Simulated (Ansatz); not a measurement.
A change and its effect: AlP (F-43m)

```yaml
crystal:
  lattice:
    - [0.00000, 2.57570, 2.57570]
    - [2.57570, 0.00000, 2.57570]
    - [2.57570, 2.57570, 0.00000]
  atoms:
    - { symbol: Al, position: [0.00000, 0.00000, 0.00000] }
    - { symbol: P, position: [0.75000, 0.75000, 0.75000] }
```

The cell was relaxed at 20 GPa.

Conventional cell: a = 5.151 Å, b = 5.151 Å, c = 5.151 Å, α = 90.00°, β = 90.00°, γ = 90.00°. Al (atom 1) has 4 P at 2.23 Å as nearest neighbours. P (atom 2) has 4 Al at 2.23 Å as nearest neighbours.

Level of theory, where no other is named: LDA, PAW on Ansatz 0.2.0's default frozen-core files (fitted under PBE), scalar-relativistic. k mesh 8×8×8, strains of ±0.003, fixed occupations, cutoff 420 eV. The cell was relaxed by PAW under this functional.

With these settings the run gives C11 = 195.9, C44 = 56.7 GPa and B_V = 164.2 GPa (relaxed ions).

(1) The run is repeated in the same cell with basis.ecutwfc from its default to 700 eV. What moves, and by how much?

Answers

(1) C11: +0.06 %; C44: +0.08 %; B_V: +0.05 %.

Caveats: frozen-core PAW files fitted under PBE, their cores solved anew for the functional of the run; constants at zero field, no piezoelectric stiffening.
